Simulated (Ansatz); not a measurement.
# Cu: enthalpy against pressure

Cu, Fm-3m, a = 3.630 Å. Ansatz: PBE, PAW, 420 eV, Γ-centred 20×20×20 mesh on 1 atom, Gaussian smearing 0.10 eV; no spin polarisation. Cell and atoms are relaxed at each pressure, and no other structure is tried, so the rows at high pressure may lie past a change of phase. y is the enthalpy over the state at zero pressure; there V0 = 11.956 Å³/atom. The pressures are the targets, met within 0.06 GPa.

```tsv
P (GPa)	y (eV/atom)
-2.0	-0.1503
0.0	0.0000
2.0	0.1482
5.0	0.3669
10.0	?
20.0	1.4080
40.0	2.6976
```

Question: Fit y = c1 P + c2 P² + c3 P³ to the other rows, say what c1 and c2 mean, and predict the missing value.

Answer: Least squares on the rows shown. y = 0.074565 P − 0.00023846 P² + 1.5085×10⁻⁶ P³. Since dH/dP = V, c1 is V0: 0.074565 eV/GPa × 160.2 = 11.945 Å³ against 11.956; c2 = −V0/(2B0) gives B0 = 156 GPa, where a Birch–Murnaghan fit to the volumes of the same runs (not shown) gives 141 GPa: a cubic over this range folds the higher terms into c2. At P = 10.0 the fit asked for gives 0.7233 eV/atom. The run gave 0.7229 eV/atom, so the fit is 0.0004 eV/atom too high, a small miss on the scale of the series.